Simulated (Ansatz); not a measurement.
This script drives Ansatz 0.2.0, Python API.

`cu.py`:
```python
'''A vacancy in a supercell of Cu, against the perfect cell.'''

import ansatz as az
import numpy as np

SETTINGS = {
    'functional': 'PBE',
    'mesh': (2, 3, 3),
    'occupations': 'fermi_dirac',
    'sigma': 0.15,
}


def main() -> None:
    vectors = np.array([
        [0.0, 1.8075, 1.8075],
        [1.8075, 0.0, 1.8075],
        [1.8075, 1.8075, 0.0],
    ])
    cu = az.Lattice.of(vectors).atom('Cu', (0.0, 0.0, 0.0))
    host = cu.supercell(3, 2, 2)
    defective = host.vacancy('Cu', at=(0.0, 0.0, 0.0))

    def prepare(structure):
        return (
            structure.calculation()
            .functional(SETTINGS['functional'])
            .kpoints(*SETTINGS['mesh'], center='gamma')  # sampling of the Brillouin zone
            .occupations(SETTINGS['occupations'], width=SETTINGS['sigma'])  # smearing steadies the SCF of a metal
            .band_table()
        )


    perfect = prepare(host).run(threads=1, pin='off').report
    calculation = prepare(defective).forces()
    result = calculation.run(threads=1, pin='off')
    report = result.report

    n_host, n_defect = len(perfect['lattice']['sites']), len(report['lattice']['sites'])
    print(f'perfect cell: {n_host} atoms, F = {perfect["free_energy_ev"]:.4f} eV')
    print(f'defect cell:  {n_defect} atoms, F = {report["free_energy_ev"]:.4f} eV')
    print(f'vacancy formation energy {report["free_energy_ev"] - perfect["free_energy_ev"] * n_defect / n_host:.3f} eV')

    pull = np.linalg.norm(report['forces_ev_ang'], axis=1)
    for atom in np.argsort(-pull)[:5]:
        print(f'force on {result.lattice.sites[atom].symbol}{atom}: {pull[atom]:.3f} eV/A')

    for site in result.lattice.sites:
        print(f'{site.symbol:2s}', ' '.join(f'{v:8.4f}' for v in site.position_ang))


if __name__ == '__main__':
    main()
```

It is started by `python cu.py`. Estimate its wall time and peak memory on 1 thread of Arm Neoverse V1 (shared host).

It took about 21 s, with a peak of 0.54 GiB, for 2 runs of the engine.

Output of `python cu.py`:
```text
DeckWarning: basis.ecutwfc = 420 eV, auto-derived from the records' recommended cutoffs: set by Cu (normal level)
perfect cell: 12 atoms, F = -79501.5985 eV
defect cell:  11 atoms, F = -72875.4812 eV
vacancy formation energy 0.984 eV
force on Cu3: 0.253 eV/A
force on Cu7: 0.253 eV/A
force on Cu4: 0.112 eV/A
force on Cu8: 0.112 eV/A
force on Cu5: 0.112 eV/A
Cu   1.8075   1.8075   0.0000
Cu   1.8075   0.0000   1.8075
Cu   3.6150   1.8075   1.8075
Cu   0.0000   1.8075   1.8075
Cu   1.8075   3.6150   1.8075
Cu   1.8075   1.8075   3.6150
Cu   3.6150   3.6150   3.6150
Cu   0.0000   3.6150   3.6150
Cu   1.8075   5.4225   3.6150
Cu   1.8075   3.6150   5.4225
Cu   3.6150   5.4225   5.4225
```
(Warnings from the package without file and line.)

Reading the output:
- Absolute energies stand on the zero of these potentials, so only differences at equal settings mean something. A total without «per atom» is that of the whole cell that was run.
- For a metal this mesh is far too coarse, so the numbers only illustrate the procedure.
- A Fermi-Dirac width this large means warm electrons, whose thermal share enters the free energy.
- The atoms stand at ideal sites; relaxing them can change energy and levels by an eV or more.
- Errors of mesh and smearing per atom add up over the supercell, so the energy can be off by tenths of an eV.
- The supercell is small, so the defect meets its images and the energies aren't those of an isolated defect; a partly filled defect level may also lower its energy by spin or distortion. For a charged cell the difference holds no correction, alignment or term for the electrons' reservoir.
